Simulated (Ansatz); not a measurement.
Calculated with Ansatz (gas phase, PBE0-D4/def2-TZVP geometries, no zero-point term in ΔE). CCSD(T)/CBS adds triple-zeta CCSD(T) − MP2 to the extrapolated MP2 energy (def2 sets, frozen cores). This one scheme is used for every species. Functionals use def2-TZVPP. Each species was taken in one conformer, which may not be the lowest.

Reaction (ligand exchange at a B–N bond): `CB(Cl)N=C=O` + acetic acid → `CB(Cl)OC(C)=O` + `N=C=O`

Is it downhill or uphill in electronic energy at CCSD(T)/CBS, and by how much? (Estimate.)

The calculation gave: Uphill: ΔE = +0.05 eV.

What do these levels give: PBE-D4, r2SCAN-D4, PBE0-D4, PBE, PBE0, CCSD/CBS(def2)? (Estimate.)

Computed: PBE-D4 0.13, r2SCAN-D4 0.09, PBE0-D4 0.12, PBE 0.15, PBE0 0.14, CCSD/CBS(def2) 0.05 eV.

Largest T1 diagnostic among the species: 0.018.

The D4 term adds −0.04 eV with B3LYP and −0.02 eV with PBE0; it sums over pairs of atoms, weighted by their polarisabilities, and B3LYP, whose exchange is more repulsive, gets the larger term.

B3LYP here is the variant with VWN-RPA as its local correlation; programs differ in this.
